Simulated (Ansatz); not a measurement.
**The polar optical mode of MgO at 12 GPa, worked through**

Computed with Ansatz, DFT PBE, scalar-relativistic, plane waves, PAW. Plane waves to 420 eV; Γ-centred k mesh 10×10×10; fixed occupations. No spin polarisation. Phonons by linear response, acoustic sum rule imposed.

The cell, relaxed at 12 GPa:
```
CELL_PARAMETERS angstrom
0.00000 2.07801 2.07801
2.07801 0.00000 2.07801
2.07801 2.07801 0.00000
ATOMIC_POSITIONS crystal
Mg 0.00000 0.00000 0.00000
O 0.50000 0.50000 0.50000
```

Linear response gives ν_TO = 429.9 cm⁻¹, Born charges ±1.969 e (positive on Mg) and ε∞ = 3.159. The primitive cell holds 17.946 Å³, and the masses are 24.305 and 15.999 amu.

Problem. Find ν_LO and the static dielectric constant.

Solution. The long-wave field adds a restoring force: ω_LO² − ω_TO² = Z*²e²/(ε_vac ε∞ μV). In these units ν_LO² − ν_TO² = 4.92064×10⁷ Z*²/(μ V ε∞) cm⁻², with μ = m₁m₂/(m₁ + m₂) = 9.648 amu: 348626 cm⁻². So ν_LO = √(429.9² + 348626) = 730.4 cm⁻¹, and the run gives 730.4. Lyddane–Sachs–Teller then gives ε0 = ε∞ (ν_LO/ν_TO)² = 9.12, against 9.12 in the run (it forms both from the same three quantities, so the match checks the arithmetic only). Between ν_TO and ν_LO the dielectric function is negative and an undamped crystal reflects fully: a reststrahlen band from 13.7 to 23.3 μm.

Problem. What do the Clausius–Mossotti polarisability and the Szigeti charge come to?

Solution. With the Lorentz local field, α = (3V/4π)(ε∞ − 1)/(ε∞ + 2) = 1.79 Å³ for the pair, and e_S = 3Z*/(ε∞ + 2) = 1.14 e. The Born charge includes the electrons' response to the dipole's own local field, and e_S takes that enhancement out. The Lorentz field assumes point-like polarisable ions, a fair picture at this small ε∞.

Problem. How strongly does a slow electron couple to the LO mode?

Solution. For one isotropic parabolic band, Fröhlich's constant is α_F = (1/ε∞ − 1/ε0) √(m* Ry/ħω_LO), with Ry = 13.606 eV, ħω_LO = 90.6 meV and m* in free-electron masses: α_F = 0.2069 × 12.26 × √m* = 2.54 √m*. The band mass isn't part of this run; for m* = 0.1, 0.3 and 1 it gives 0.80, 1.39, 2.54. In weak coupling the polaron lies α_F ħω_LO below the band edge (126 meV at m* = 0.3) with a mass m*(1 + α_F/6); past α_F of about 5 or 6 that expansion fails. A semilocal functional's ε∞ tends to be too large, which taken alone lowers α_F.

Cost: 1 run of about 0.087 core-minutes, on Intel Xeon 6975P-C (Granite Rapids) (shared hosts).

The Born charge of 1.969 e lies close to the nominal divalent value, as expected for a closed-shell ionic oxide without the strong dynamic covalency that gives ferroelectric perovskites their anomalous charges. Nearly full ionic charges, a light oxygen sublattice, a compact cell and weak electronic screening together produce the wide LO–TO splitting. Lattice displacement therefore supplies most of the static dielectric constant, 9.12 against an electronic part of 3.159. The smaller Szigeti charge shouldn't be read as incomplete electron transfer: within the shell-model picture, it reflects the distortion of the ions' electron clouds by short-range overlap as the sublattices move.

For electrons, the conduction-band minimum of MgO is s-like and fairly light, which suggests a large polaron at weak to intermediate coupling. Holes are a different matter, since the O 2p valence-band top is degenerate and much flatter, so they couple more strongly and may self-trap, particularly beside cation vacancies. The Fröhlich estimate, built on long-range polarisation alone, can't settle whether they do.
